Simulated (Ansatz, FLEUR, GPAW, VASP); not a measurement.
## One calculation of CdS, 4 ways

```
Cd S
1.0
     0.00000    2.91650    2.91650
     2.91650    0.00000    2.91650
     2.91650    2.91650    0.00000
Cd S
1 1
Direct
  0.00000 0.00000 0.00000
  0.75000 0.75000 0.75000
```

Alike in all runs: task single point; functional PBE; k mesh 8 × 8 × 8; occupations gaussian, width 0.1 eV; no spin polarisation; no spin-orbit coupling. Pressure is positive in compression and, in plane waves, holds the error of the finite cutoff.

```tsv
program and potentials	plane-wave cutoff (eV)	notes	band gap (eV)	pressure (GPa)
VASP, PBE PAW files Cd, S, release 54, 520 eV	520	-	1.15	3.23
Ansatz, all-electron LAPW, scalar-relativistic	-	-	1.15	2.88
GPAW, GPAW PAW data sets (gpaw-data 1.2.1)	600	-	1.13	2.60
FLEUR, all-electron, FLAPW	-	-	1.14	-
```

The band gap spans 1.13 (GPAW, GPAW PAW data sets (gpaw-data 1.2.1)) to 1.15 eV (VASP, PBE PAW files Cd, S, release 54, 520 eV), with all-electron results at 1.14 to 1.15. The pressure spans 2.60 (GPAW, GPAW PAW data sets (gpaw-data 1.2.1)) to 3.23 GPa (VASP, PBE PAW files Cd, S, release 54, 520 eV), with all-electron results at 2.88.

The functional is the same throughout but for its coding, so the spread measures potentials, basis and numerics; runs on potential files found faulty are left out.

The four calculations agree closely on the gap of zinc-blende CdS, so its well-known underestimation against experiment belongs to PBE rather than to the potentials or basis. The valence-band top is mainly S 3p with an admixture of Cd 4d, while the conduction-band minimum has strong Cd 5s character. Semilocal functionals lack the derivative discontinuity and also place the Cd 4d shell too high, which strengthens p–d repulsion and pushes the valence-band top upwards; both effects narrow the gap.

The pressure is positive in all three runs that report it, which suggests that PBE favours a larger cell than the one used, in line with its usual underbinding of such semiconductors. Relaxing the cell would then probably reduce the gap further, since the antibonding conduction-band minimum falls as the bonds lengthen. The codes differ more visibly in pressure than in gap, perhaps because stress is more sensitive to basis completeness and the description of the Cd semicore. A single volume fixes neither the equilibrium lattice constant nor the bulk modulus.
